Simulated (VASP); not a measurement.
# Al (Im-3m) in VASP: a series of runs

Runs on Al. Level: PBEsol. Tasks: single point.

Program: VASP 6.6.1. These are calculated values, not measurements. Logs are shortened: lines on timing, memory, paths and dates and some standing lists are left out, and cuts for length are marked.

### Step 1. Starting point

The structure is cubic, space group Im-3m (No. 229). The conventional cell has a = 3.182 Å, b = 3.182 Å, c = 3.182 Å, α = 90.00°, β = 90.00°, γ = 90.00°. Around Al (site symmetry m-3m) lie 8 Al at 2.76 Å.

This isn't the form of Al at room conditions, which is fcc.

### Step 2. Single point, PBEsol

Input file INCAR:

```
ADDGRID = F
ALGO = Normal
EDIFF = 1E-4
ENCUT = 400
GGA = PS
ISIF = 2
ISMEAR = 1
LASPH = T
LCHARG = F
LREAL = Auto
LWAVE = F
NELM = 100
PREC = Normal
SIGMA = 0.15
```

Input file KPOINTS:

```
k-points
0
Gamma
  10 10 10
```

Input file POSCAR:

```
Al
1.0
   -1.5505220000      1.6151010000      1.5901740000
    1.5972310000     -1.6159030000      1.6376860000
    1.5218560000      1.5872370000     -1.5909760000
Al
1
Direct
   -0.0427450000     -0.0166940000     -0.0578530000
```

Potentials or basis: VASP PAW PBE potentials, release 64 (Al).

On the command line:

```
$ cat potpaw_PBE.64/Al/POTCAR > POTCAR
$ mpirun -np 1 vasp_std > vasp.out
```

OUTCAR:

```text
EDIFF = 1E-4
   ENCUT = 400
   GGA = PS
   ISIF = 2
   ISMEAR = 1
   LASPH = T
   LREAL = Auto
   NELM = 100
   PREC = Normal

 Found    504 irreducible k-points:

 Following reciprocal coordinates:
            Coordinates               Weight
  0.000000  0.000000  0.000000      1.000000
  0.100000 -0.000000  0.000000      2.000000
  0.200000 -0.000000  0.000000      2.000000
  0.300000 -0.000000  0.000000      2.000000
  0.400000 -0.000000  0.000000      2.000000
  0.500000  0.000000 -0.000000      1.000000
   k-points           NKPTS =    504   k-points in BZ     NKDIM =    504   number of bands    NBANDS=      5
   number of dos      NEDOS =    301   number of ions     NIONS =      1
   total plane-waves  NPLWV =   2744
   dimension x,y,z NGX =    14 NGY =   14 NGZ =   14
   dimension x,y,z NGXF=    28 NGYF=   28 NGZF=   28
   ions per type =               1
   NGX,Y,Z   is equivalent  to a cutoff of   8.48,  8.31,  8.58 a.u.
   NGXF,Y,Z  is equivalent  to a cutoff of  16.95, 16.62, 17.15 a.u.
 SYSTEM =  unknown system
   PREC   = normal    normal or accurate (medium, high low for compatibility)
   ISTART =      0    job   : 0-new  1-cont  2-samecut
   ICHARG =      2    charge: 1-file 2-atom 10-const
   ISPIN  =      1    spin polarized calculation?
   LNONCOLLINEAR =      F non collinear calculations
   LSORBIT =      F    spin-orbit coupling
   LASPH  =      T    aspherical Exc in radial PAW
   ENCUT  =  400.0 eV  29.40 Ry    5.42 a.u.   4.48  4.57  4.43*2*pi/ulx,y,z
   NELM   =    100;   NELMIN=  2; NELMDL= -5     # of ELM steps
   EDIFF  = 0.1E-03   stopping-criterion for ELM
   LREAL  =      T    real-space projection
   EDIFFG = 0.1E-02   stopping-criterion for IOM
   NSW    =      0    number of steps for IOM
   IBRION =     -1    ionic relax: 0-MD 1-quasi-New 2-CG
   NFREE  =      0    steps in history (QN), initial steepest desc. (CG)
   ISIF   =      2    stress and relaxation
   ISYM   =      2    0-nonsym 1-usesym 2-fastsym
   POTIM  = 0.5000    time-step for ionic-motion
   TEBEG  =    0.0;   TEEND  =   0.0 temperature during run
   PSTRESS=    0.0 pullay stress
   NELECT =       3.0000    total number of electrons
   NUPDOWN=      -1.0000    fix difference up-down
   EMIN   =  10.00;   EMAX   =-10.00  energy-range for DOS
   EFERMI =   0.00;   METHOD = LEGACY
   ISMEAR =     1;   SIGMA  =   0.15  broadening in eV -4-tet -1-fermi 0-gaus
   EFERMI_NEDOS =   21; number of points for ismear=-14 and -15
   IALGO  =     38    algorithm
   IMIX   =      4    mixing-type and parameters
     AMIX     =   0.40;   BMIX     =  1.00
     AMIX_MAG =   1.60;   BMIX_MAG =  1.00
  volume/ion in A,a.u.               =      16.12       108.75
  Fermi-wavevector in a.u.,A,eV,Ry     =   0.934757  1.766435 11.888373  0.873771
  Thomas-Fermi vector in A             =   2.061595
   LORBIT       =      0    0 simple, 1 ext, 2 COOP (PROOUT), +10 PAW based schemes
   GGA     = PS    functional components
   LHFCALC =     F    Hartree Fock is set to
   AEXX    =    0.0000 exact exchange contribution
   IVDW    =     0    specifies the selected vdW correction
   LEPSILON=     F    determine dielectric tensor
   LRPA    =     F    only Hartree local field effects (RPA)
 non-spin polarized calculation
 Methfessel and Paxton  Order N= 1 SIGMA  =   0.15
  energy-cutoff  :      400.00
  volume of cell :       16.12
 maximum number of plane-waves:       311
   NGX =  9   NGY =  9   NGZ =  9

 number of electron       3.0000000 magnetization

 Free energy of the ion-electron system (eV)
  ---------------------------------------------------
  ext. energy  EPLUGINS =         0.00000000
  ---------------------------------------------------
  free energy    TOTEN  =        -3.99644921 eV

  energy without entropy =       -3.99658591  energy(sigma->0) =       -3.99649478

 E-fermi :   8.1974     XC(G=0): -10.3458

 val. band max:        8.1908092921   @ k =   0.5000   0.2000   0.3000
 cond. band min:       8.2032932216   @ k =   0.0000   0.2000   0.5000
 fundamental gap:      0.0124839296
 Fermi energy:         8.1973713114

 k-point     1 :       0.0000    0.0000    0.0000
  band No.  band energies     occupation
      1      -3.0919      2.00000
      2      21.0477      0.00000
      3      21.6469      0.00000
      4      21.9527      0.00000
      5      22.7744      0.00000

 k-point     2 :       0.1000   -0.0000    0.0000
  band No.  band energies     occupation
      1      -2.8056      2.00000
      2      18.3279      0.00000
      3      20.2527      0.00000
      4      20.8046      0.00000
      5      22.5380      0.00000

 k-point     3 :       0.2000   -0.0000    0.0000
  band No.  band energies     occupation
      1      -1.9500      2.00000
      2      14.2300      0.00000
      3      18.7186      0.00000
      4      19.2119      0.00000
      5      21.1914      0.00000

 k-point     4 :       0.3000   -0.0000    0.0000
  band No.  band energies     occupation
      1      -0.5357      2.00000
      2      10.3573     -0.00000
      3      17.6057      0.00000
      4      17.9308      0.00000
      5      20.0389      0.00000

 k-point     5 :       0.4000   -0.0000    0.0000
  band No.  band energies     occupation
      1       1.4196      2.00000
      2       6.9053      2.00000
      3      16.9421      0.00000
      4      17.1275      0.00000
      5      19.3231      0.00000

 k-point     6 :       0.5000    0.0000   -0.0000
  band No.  band energies     occupation
      1       3.6957      2.00000
      2       4.1282      2.00000
      3      16.7248      0.00000
      4      16.8522      0.00000
      5      19.0824      0.00000

 [... further k-points ...]

------------------------ aborting loop because EDIFF is reached ----------------------------------------

  FORCE on cell =-STRESS in cart. coord.  units (eV):
  Direction    XX          YY          ZZ          XY          YZ          ZX
  --------------------------------------------------------------------------------------
  -------------------------------------------------------------------------------------
  Total        0.3364129      0.2299607      0.2808007      0.1625513      0.0000187     -0.2740575
  in kB       33.4451993     22.8620260     27.9163895     16.1603759      0.0018544    -27.2460010
  external PRESSURE =      28.0745383 kB  Pullay stress =       0.0000000 kB

 VOLUME and BASIS-vectors are now :
 -----------------------------------------------------------------------------
  energy-cutoff  :      400.00
  volume of cell :       16.12
      direct lattice vectors                 reciprocal lattice vectors
    -1.550522000  1.615101000  1.590174000    -0.001770503  0.312333611  0.309906003
     1.597231000 -1.615903000  1.637686000     0.316062363  0.002905701  0.305229896
     1.521856000  1.587237000 -1.590976000     0.323572133  0.315167177 -0.004603969

 POSITION                                       TOTAL-FORCE (eV/Angst)
 -----------------------------------------------------------------------------------
      1.52013      1.45255      1.63362        -0.000000     -0.000000      0.000000
 -----------------------------------------------------------------------------------
    total drift:                                0.000010     -0.000012     -0.000002

  FREE ENERGIE OF THE ION-ELECTRON SYSTEM (eV)
  ---------------------------------------------------
  free  energy   TOTEN  =        -3.9964492099 eV

  energy  without entropy=       -3.9965859091  energy(sigma->0) =       -3.99649478
```

It took 12 s on 1 thread of Intel Xeon Platinum 8375C at 2.90GHz (Ice Lake), shared host; peak memory 0.12 GiB.

These settings aren't checked as converged: the numbers below hold their error.

What came out:

```
Free energy            : -3.9964 eV
Pressure               : 2.8 GPa
Band gap on the k mesh : none (metal or under the smearing width)
```

Caveat: the PAW data sets were made with another functional, which shifts forces and pressure a little.

### Step 3. Single point, PBEsol

Input file INCAR:

```
ADDGRID = F
ALGO = Normal
EDIFF = 1E-7
ENCUT = 250
GGA = PS
ISIF = 2
ISMEAR = 1
LASPH = T
LCHARG = F
LREAL = F
LWAVE = F
NELM = 100
PREC = Accurate
SIGMA = 0.15
```

Input file KPOINTS:

```
k-points
0
Gamma
  13 13 13
```

Input file POSCAR:

```
Al
1.0
   -1.5912186900      1.5912186900      1.5912186900
    1.5912186900     -1.5912186900      1.5912186900
    1.5912186900      1.5912186900     -1.5912186900
Al
1
Direct
    0.0000000000      0.0000000000      0.0000000000
```

Potentials or basis: VASP PAW PBE potentials, release 64 (Al).

On the command line:

```
$ cat potpaw_PBE.64/Al/POTCAR > POTCAR
$ mpirun -np 1 vasp_std > vasp.out
```

It took 5.9 s on 1 thread of Intel Xeon Platinum 8375C at 2.90GHz (Ice Lake), shared host; peak memory 0.1 GiB.

The run converged, but some of its settings lie outside the range that counts as converged, so its numbers aren't taken as properties of the crystal.

What came out:

- Free energy: -3.9833 eV
- Band gap on the k mesh: none (metal or under the smearing width)

Caveat: the cutoff is under 1.25 times the usual one of these potentials, so pressure, stress and relaxed cells hold a basis-set (Pulay) error; the PAW data sets were made with another functional, which shifts forces and pressure a little.

### Step 4. Single point, PBEsol

INCAR is that of step 3.

KPOINTS is that of step 3.

Input file POSCAR:

```
Al
1.0
   -1.5505220000      1.6151010000      1.5901740000
    1.5972310000     -1.6159030000      1.6376860000
    1.5218560000      1.5872370000     -1.5909760000
Al
1
Direct
   -0.0427450000     -0.0166940000     -0.0578530000
```

On the command line:

```
$ cat potpaw_PBE.64/Al/POTCAR > POTCAR
$ mpirun -np 1 vasp_std > vasp.out
```

It took 19 s on 1 thread of Intel Xeon Platinum 8375C at 2.90GHz (Ice Lake), shared host; peak memory 0.13 GiB.

These settings aren't checked as converged: the numbers below hold their error.

Results:

* Free energy: -3.9821 eV
* Band gap on the k mesh: none (metal or under the smearing width)

Caveat: the cutoff is under 1.25 times the usual one of these potentials, so pressure, stress and relaxed cells hold a basis-set (Pulay) error; the PAW data sets were made with another functional, which shifts forces and pressure a little.

### Step 5. For comparison

An earlier run on the cell as given: functional PBEsol; potentials or basis VASP PAW PBE potentials, release 64 (Al); cutoff 520 eV; k mesh 12 × 12 × 12; occupations fermi-dirac, width 0.05 eV; no spin polarisation.

* Pressure: 2.3 GPa
* Band gap on the k mesh: none (metal or under the smearing width)
